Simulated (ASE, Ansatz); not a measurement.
# Random fluorite-type (Ti, Sn, Zr)O2 solid solution (96 atoms): geometry optimisation

Aim: bring random fluorite-type (Ti, Sn, Zr)O2 solid solution (96 atoms) to a nearby minimum of the energy and see what moves.

Main program and level: Ansatz 0.2.0; Kohn-Sham DFT, r2SCAN, PAW (set soft_2), plane waves.

## Step 1: The structure

The cell holds 96 atoms: 12 Zr, 64 O, 12 Ti and 8 Sn. Its edges and angles: a = 9.966 Å, b = 9.966 Å, c = 9.966 Å, α = 90.0°, β = 90.0°, γ = 90.0°. It derives from TiO2 and ZrO2 and SnO2. Fluorite-type lattice (a = 4.983 Å, the mean of the end members), 2 x 2 x 2 cells, metal sites filled at random with 12 Ti, 8 Sn, 12 Zr; every coordinate displaced by a Gaussian of 0.05 Å.

What the set-up can't give: The host structure and its lattice constant were typed by rule, without a check against the phase diagram. The title names the fluorite type, whose metal atoms have 8 neighbours, but here they have 7.2 on average by the page's cutoffs, so the cell has left that structure. The Brillouin zone is sampled at Γ only, in a cell whose shortest periodic width is 10 Å.

## Step 2: Single point at the start

The forces at the start show how far the geometry lies from a minimum of this functional.

input.yaml reads:

```yaml
crystal:
  lattice:
    - [9.966, 0.0, 0.0]
    - [0.0, 9.966, 0.0]
    - [0.0, 0.0, 9.966]
  atoms:
    - { symbol: Zr, position: [0.99996, 0.00238, 0.00328] }
    - { symbol: O, position: [0.12057, 0.11823, 0.11943] }
    - { symbol: O, position: [0.36837, 0.37677, 0.37143] }
    - { symbol: Ti, position: [0.9983, 0.2518, 0.24721] }
    [... 86 atom lines left out ...]
    - { symbol: Ti, position: [0.75423, 0.49473, 0.74516] }
    - { symbol: O, position: [0.87174, 0.62765, 0.87836] }
    - { symbol: O, position: [0.63137, 0.87335, 0.62897] }
    - { symbol: Sn, position: [0.74938, 0.74643, 0.50747] }
    - { symbol: O, position: [0.87764, 0.87564, 0.62187] }
    - { symbol: O, position: [0.62269, 0.61694, 0.88534] }
kpoints:
  mp_grid: { grid: [1, 1, 1] }
hamiltonian:
  xc: r2scan
scf:
  occupations: { method: fermi_dirac, width: 0.025 }
output:
  forces: true
  stress: true
  populations: true
  dos:
    method: { smearing: { sigma: 0.15 } }
    de: 0.1
    projected: { site_lists: { O: [O], Sn: [Sn], Ti: [Ti], Zr: [Zr] } }
  eigenvalues: true
```

Started as:

```
> ansatz run input.yaml --threads 4 --pin off --max-ram 8192MiB --backend cpu --events-out ev --progress --plain --runs-dir out
```

Run time: 65 s. Hardware: 4 threads of Arm Neoverse V1, shared host; peak memory 3.1 GiB.

The run gave:

```
free energy                                      : -165192.1784 eV
free energy per atom                             : -1720.7519 eV/atom
SCF cycles                                       : 12
pressure                                         : 3.737 GPa
r.m.s. force component                           : 1.056 eV/Å
longest force                                    : 3.799 eV/Å
Fermi energy                                     : 12.5 eV
gap (highest filled to lowest empty level) : 1.321 eV
spilling of the projection                       : 0.004513
```

The r.m.s. force component of 1.1 eV/Å and the pressure of 3.7 GPa set the starting point.

Length of the force by element:

| element | coordination | atoms | mean length of the force (eV/Å) | spread | least | most |
| --- | --- | --- | --- | --- | --- | --- |
| O | all | 64 | 1.69 | 0.729 | 0.251 | 3.53 |
| Sn | all | 8 | 2.15 | 0.865 | 0.486 | 3.24 |
| Ti | all | 12 | 1.15 | 0.379 | 0.545 | 1.70 |
| Zr | all | 12 | 1.72 | 0.860 | 0.561 | 3.80 |

## Step 3: Relaxation

The atoms are relaxed in the fixed cell, aiming at the force tolerance of the input.

input.yaml, the sections that differ from step 2:

```yaml
output:
  forces: true
relax:
  f_tol: 0.05
  max_steps: 200
# crystal, kpoints, hamiltonian, scf: as in step 2
```

It took 14 min on 4 threads; peak memory 3.1 GiB; 54 min of CPU time.

The steps of the relaxation:

| step | energy less that of the first step (eV) | largest force component (eV/Å) |
| --- | --- | --- |
| 1 | 0.0000 | 3.4192 |
| 2 | -5.5901 | 1.2294 |
| 3 | -8.9517 | 0.9763 |
| 4 | -12.6411 | 2.0512 |
| 5 | -16.7668 | 0.8496 |
| 6 | -18.5931 | 0.4046 |
| 7 | -19.3931 | 0.5949 |
| 8 | -19.3305 | 1.8930 |
| 9 | -19.6283 | 0.3994 |
| 10 | -19.7670 | 0.2051 |
| 11 | -19.8873 | 0.2806 |
| 12 | -19.9627 | 0.1568 |
| 13 | -19.9558 | 0.4016 |
| 14 | -20.0011 | 0.0620 |
| 15 | -20.0152 | 0.0488 |
| 16 | -20.0149 | 0.0884 |
| 17 | -20.0213 | 0.0416 |
| 18 | -20.0231 | 0.0644 |
| 19 | -20.0082 | 0.1493 |
| 20 | -20.0314 | 0.0603 |
| 21 | -20.0372 | 0.0494 |
| 22 | -20.0372 | 0.0493 |

Relaxation steps 8, 13, 16, 19 were tried and not accepted.

The atoms that moved most (Å):

| atom | dx | dy | dz | length |
| --- | --- | --- | --- | --- |
| O92 | 0.409 | 0.505 | 0.237 | 0.692 |
| O84 | -0.546 | -0.375 | 0.053 | 0.665 |
| O90 | 0.334 | -0.403 | 0.398 | 0.657 |
| O18 | -0.473 | -0.408 | -0.116 | 0.635 |
| O87 | -0.318 | 0.442 | 0.303 | 0.623 |
| O65 | 0.441 | -0.293 | -0.319 | 0.618 |
| O11 | -0.463 | -0.285 | 0.293 | 0.618 |
| O15 | 0.411 | 0.453 | 0.056 | 0.614 |

The relaxation changed the energy by -209 meV/atom, and atoms moved by 0.40 Å r.m.s., 0.69 Å at most.

## Step 4: Local order after relaxation

Bonds before and after, by the cutoffs listed below:

| pair | bonds before | bonds after | mean before (Å) | mean after (Å) | spread before (Å) | spread after (Å) |
| --- | --- | --- | --- | --- | --- | --- |
| O-Ti | 96 | 81 | 2.160 | 2.052 | 0.064 | 0.203 |
| O-Zr | 96 | 96 | 2.160 | 2.195 | 0.064 | 0.146 |
| O-Sn | 64 | 53 | 2.160 | 2.100 | 0.077 | 0.110 |

Density 6.11 g/cm³, 10.31 Å³ an atom.

Pair distribution functions g(r), in bins of 0.2 Å:

| r (Å) | total | O-O | O-Ti | O-Zr | O-Sn | Ti-Ti | Ti-Zr |
| --- | --- | --- | --- | --- | --- | --- | --- |
| 1.80 | 0.49 | 0.00 | 2.96 | 0.00 | 0.00 | 0.00 | 0.00 |
| 2.00 | 2.00 | 0.00 | 4.38 | 3.32 | 6.48 | 0.00 | 0.00 |
| 2.20 | 1.44 | 0.00 | 1.94 | 5.06 | 2.44 | 0.00 | 0.00 |
| 2.40 | 0.88 | 1.11 | 0.53 | 1.64 | 0.27 | 0.00 | 0.00 |
| 2.60 | 2.00 | 4.09 | 0.38 | 0.31 | 0.56 | 0.00 | 0.00 |
| 2.80 | 0.69 | 1.25 | 0.45 | 0.00 | 0.49 | 0.00 | 0.00 |
| 3.00 | 0.47 | 0.86 | 0.41 | 0.00 | 0.18 | 0.00 | 0.00 |
| 3.20 | 0.40 | 0.82 | 0.00 | 0.00 | 0.00 | 0.51 | 0.26 |
| 3.40 | 1.09 | 0.92 | 0.09 | 0.09 | 0.26 | 5.22 | 7.04 |
| 3.60 | 1.18 | 0.77 | 0.82 | 0.67 | 0.70 | 4.72 | 3.35 |
| 3.80 | 1.11 | 0.81 | 1.17 | 1.64 | 1.26 | 0.76 | 1.94 |
| 4.00 | 1.29 | 1.07 | 1.83 | 1.86 | 1.68 | 0.00 | 0.00 |
| 4.20 | 1.39 | 1.22 | 2.33 | 1.33 | 2.08 | 0.00 | 0.00 |
| 4.40 | 1.33 | 0.85 | 1.87 | 2.50 | 2.03 | 0.00 | 0.00 |
| 4.60 | 0.46 | 0.39 | 0.56 | 0.59 | 0.59 | 0.52 | 0.00 |
| 4.80 | 0.52 | 0.80 | 0.22 | 0.24 | 0.20 | 0.24 | 0.82 |
| 5.00 | 1.06 | 1.43 | 0.59 | 0.56 | 0.58 | 1.75 | 1.75 |
| 5.20 | 1.02 | 1.11 | 1.04 | 1.04 | 1.13 | 0.20 | 0.72 |
| 5.40 | 1.04 | 0.93 | 1.45 | 1.35 | 1.32 | 0.38 | 0.00 |
| 5.60 | 0.82 | 0.84 | 0.88 | 1.11 | 1.03 | 0.00 | 0.00 |
| 5.80 | 0.91 | 1.29 | 0.57 | 0.49 | 0.64 | 0.96 | 1.04 |
| 6.00 | 1.32 | 1.48 | 0.78 | 0.61 | 0.71 | 3.65 | 2.34 |
| 6.20 | 1.40 | 1.32 | 0.95 | 1.08 | 0.90 | 1.86 | 3.85 |
| 6.40 | 0.96 | 0.82 | 1.16 | 1.15 | 1.19 | 0.81 | 0.81 |
| 6.60 | 0.78 | 0.57 | 1.14 | 1.21 | 1.09 | 0.37 | 0.00 |
| 6.80 | 0.81 | 0.60 | 1.12 | 1.01 | 1.05 | 0.59 | 0.47 |
| 7.00 | 0.99 | 0.86 | 1.06 | 1.10 | 1.14 | 1.34 | 0.95 |
| 7.20 | 1.09 | 1.07 | 1.15 | 1.17 | 1.14 | 0.85 | 0.80 |

Bonds by pair of elements; cutoffs follow the first minimum of g(r), held within bounds set by covalent radii, and pairs that aren't listed don't count as bonded:

| pair A-B | cutoff (Å) | bonds | mean length (Å) | spread (Å) | shortest (Å) | B about A | A about B |
| --- | --- | --- | --- | --- | --- | --- | --- |
| O-Ti | 2.64 | 81 | 2.05 | 0.203 | 1.82 | 1.27 | 6.75 |
| O-Zr | 2.93 | 96 | 2.19 | 0.146 | 1.98 | 1.5 | 8 |
| O-Sn | 2.52 | 53 | 2.1 | 0.11 | 1.99 | 0.828 | 6.62 |

How many atoms have how many bonded neighbours:

| element | mean | 3 | 4 | 6 | 7 | 8 |
| --- | --- | --- | --- | --- | --- | --- |
| O | 3.59 | 26 | 38 | 0 | 0 | 0 |
| Sn | 6.62 | 0 | 0 | 3 | 5 | 0 |
| Ti | 6.75 | 0 | 0 | 3 | 9 | 0 |
| Zr | 8 | 0 | 0 | 0 | 0 | 12 |

Bond angles (no mean is given where the spread exceeds 20°):

| angle | count | mean (°) | spread (°) |
| --- | --- | --- | --- |
| O-Zr-O | 336 | - | - |
| O-Ti-O | 234 | - | - |
| O-Sn-O | 150 | - | - |
| Ti-O-Zr | 96 | 111 | 10.2 |
| Sn-O-Zr | 66 | 110 | 9.5 |

Bond length by coordination (bonds to H left out):

| element | coordination | atoms | mean bond length (Å) |
| --- | --- | --- | --- |
| O | 3 | 26 | 2.04 |
| O | 4 | 38 | 2.17 |
| Sn | 6 | 3 | 2.06 |
| Sn | 7 | 5 | 2.12 |
| Ti | 6 | 3 | 1.99 |
| Ti | 7 | 9 | 2.07 |

For some of the pairs, g(r) has its first main peak near 2.57 Å (O-O), 1.92 Å (O-Ti), 2.13 Å (O-Zr), 2.07 Å (O-Sn), 3.52 Å (Ti-Ti) and 3.43 Å (Ti-Zr). By these cutoffs 59 % of O atoms have 4, 62 % of Sn atoms have 7, 75 % of Ti atoms have 7 and all Zr atoms have 8 bonded neighbours.

## Step 5: Single point at the relaxed geometry

One more single point at the end of the walk gives the fuller output and checks the residual forces.

input.yaml reads:

```yaml
crystal:
  lattice:
    - [9.966, 0.0, 0.0]
    - [0.0, 9.966, 0.0]
    - [0.0, 0.0, 9.966]
  atoms:
    - { symbol: Zr, position: [0.99955, 0.00057, 0.99855] }
    - { symbol: O, position: [0.11601, 0.15966, 0.14324] }
    - { symbol: O, position: [0.33416, 0.41903, 0.39731] }
    - { symbol: Ti, position: [0.9844, 0.25972, 0.2383] }
    [... 86 atom lines left out ...]
    - { symbol: Ti, position: [0.75535, 0.48954, 0.74075] }
    - { symbol: O, position: [0.91273, 0.67837, 0.90217] }
    - { symbol: O, position: [0.62455, 0.8961, 0.60747] }
    - { symbol: Sn, position: [0.757, 0.76799, 0.50517] }
    - { symbol: O, position: [0.88613, 0.84001, 0.65309] }
    - { symbol: O, position: [0.65751, 0.58846, 0.88175] }
kpoints:
  mp_grid: { grid: [1, 1, 1] }
hamiltonian:
  xc: r2scan
scf:
  occupations: { method: fermi_dirac, width: 0.025 }
output:
  forces: true
  stress: true
  populations: true
  dos:
    method: { smearing: { sigma: 0.1 } }
    de: 0.1
    projected: { site_lists: { O: [O], Sn: [Sn], Ti: [Ti], Zr: [Zr] } }
  eigenvalues: true
  write_density: true
  write_potential: true
  volumetric_format: npy
```

It took 64 s on 4 threads; peak memory 3.1 GiB; 4.1 min of CPU time.

The run gave:

| Property | Result |
| --- | --- |
| free energy | -165212.2156 eV |
| free energy per atom | -1720.9606 eV/atom |
| SCF cycles | 11 |
| pressure | 9.592 GPa |
| r.m.s. force component | 0.01406 eV/Å |
| longest force | 0.06057 eV/Å |
| Fermi energy | 12.62 eV |
| gap (highest filled to lowest empty level) | 3.035 eV |
| spilling of the projection | 0.00435 |

Löwdin charges by element and coordination (they lack the spilled electrons, 0.036 e an atom on average):

| element | coordination | atoms | mean charge (e) | spread | least | most |
| --- | --- | --- | --- | --- | --- | --- |
| O | all | 64 | -0.731 | 0.0426 | -0.835 | -0.629 |
| O | 3 | 26 | -0.711 | 0.0388 | -0.8 | -0.629 |
| O | 4 | 38 | -0.744 | 0.0401 | -0.835 | -0.670 |
| Sn | all | 8 | 1.80 | 0.0099 | 1.78 | 1.81 |
| Sn | 6 | 3 | 1.79 | 0.0088 | 1.78 | 1.80 |
| Sn | 7 | 5 | 1.80 | 0.0094 | 1.78 | 1.81 |
| Ti | all | 12 | 1.45 | 0.0169 | 1.43 | 1.49 |
| Ti | 6 | 3 | 1.44 | 0.0015 | 1.44 | 1.44 |
| Ti | 7 | 9 | 1.46 | 0.0168 | 1.43 | 1.49 |
| Zr | all | 12 | 1.53 | 0.0211 | 1.50 | 1.57 |

States in the cell by windows of 1 eV, zero at the Fermi level; the larger projections on atomic orbitals stand beside the total:

| from (eV) | to (eV) | total | O p | Ti d | Zr d |
| --- | --- | --- | --- | --- | --- |
| -18 | -17 | 1.0 | 0.0 | 0.0 | 0.0 |
| -17 | -10 | 0.0 | 0.0 | 0.0 | 0.0 |
| -10 | -9 | 3.6 | 2.1 | 0.1 | 0.1 |
| -9 | -8 | 8.4 | 5.1 | 0.2 | 0.3 |
| -8 | -7 | 12.8 | 8.7 | 0.6 | 1.0 |
| -7 | -6 | 49.7 | 36.1 | 4.2 | 4.8 |
| -6 | -5 | 70.0 | 53.4 | 6.4 | 5.3 |
| -5 | -4 | 70.1 | 57.1 | 4.8 | 3.8 |
| -4 | -3 | 71.0 | 61.3 | 3.8 | 2.6 |
| -3 | -2 | 70.9 | 64.0 | 2.5 | 2.2 |
| -2 | -1 | 27.5 | 26.0 | 0.6 | 0.4 |
| -1 | 1 | 0.0 | 0.0 | 0.0 | 0.0 |
| 1 | 2 | 24.4 | 2.3 | 19.6 | 1.0 |
| 2 | 3 | 44.7 | 6.0 | 31.4 | 3.8 |
| 3 | 4 | 46.5 | 7.1 | 16.9 | 17.4 |
| 4 | 5 | 51.3 | 10.4 | 15.7 | 17.8 |

Between -26 and -18 eV lie 207 more states.

The stored curve holds about 592 of the 784 electrons; the rest, give or take the few that broadening carries across the Fermi level, lie in deeper levels below its range.

The levels nearest the highest filled one (over half full), pooled over k-points and spins:

| level less the highest filled one (eV) | occupation |
| --- | --- |
| -0.225 | 2 |
| -0.136 | 2 |
| -0.113 | 2 |
| -0.0893 | 2 |
| -0.0345 | 2 |
| 0 | 2 |
| 3.04 | 0 |
| 3.06 | 0 |
| 3.13 | 0 |
| 3.18 | 0 |
| 3.26 | 0 |
| 3.29 | 0 |

Mean Löwdin charges: O -0.73, Sn +1.80, Ti +1.45, Zr +1.53 e (they miss 0.43 % of the electrons, so they add up to more than the cell's charge). The largest share in the top eV of filled states is O p (94 % of the projected weight), and in the lowest eV of empty states Ti d (79 % of the projected weight).

## Step 6: What came out

| Property | Result |
| --- | --- |
| energy change in the relaxation | -208.7 meV/atom |
| r.m.s. displacement | 0.399 Å |
| largest displacement | 0.692 Å |
| free energy per atom | -1720.9606 eV/atom |
| density | 6.111 g/cm³ |
| pressure | 9.592 GPa |
| r.m.s. force component | 0.01406 eV/Å |
| gap (highest filled to lowest empty level) | 3.035 eV |
| wall time of the 3 DFT runs | 16 min |

**Reading.** Relaxation lowers the energy by 209 meV/atom and moves atoms by 0.40 Å r.m.s.; the r.m.s. force component goes from 1.1 to 0.014 eV/Å, the pressure goes from 3.7 to 9.6 GPa, and the gap from 1.32 to 3.04 eV. By the final cutoffs 26 of 256 bonded pairs parted and 0 joined. From the first step to the last the energy fell by 20.037 eV, and the largest move was 0.69 Å (O92). The O-Ti bonds change most in mean length: from 2.160 Å (spread 0.064) to 2.052 Å (spread 0.203), and their number from 96 to 81. By these cutoffs 59 % of O atoms have 4, 62 % of Sn atoms have 7, 75 % of Ti atoms have 7 and all Zr atoms have 8 bonded neighbours. The highest filled and lowest empty levels differ by 3.04 eV at Γ alone; the mesh holds the band edges only if they fold onto it, so the gap at this level can be narrower or closed, while semilocal functionals tend to narrow gaps against experiment.

Caveats: The stress is far from hydrostatic: its diagonal is 6.9, 17.4, 4.5 GPa, compression counted positive. The title names the fluorite type, whose metal atoms have 8 neighbours, but here they have 7.2 on average by the page's cutoffs, so the cell has left that structure. The pressure of 9.6 GPa means that a free cell would grow at this level.

[Logs are printed without paths, hosts, clocks, repeated set-up lines and the standing remarks that a program may print on its own settings, such as how far it seeks lower states.]

[Hosts, paths, dates, database ids (printed as entryN), source tags and the programs' standing remarks are cut or masked in the printed files.]
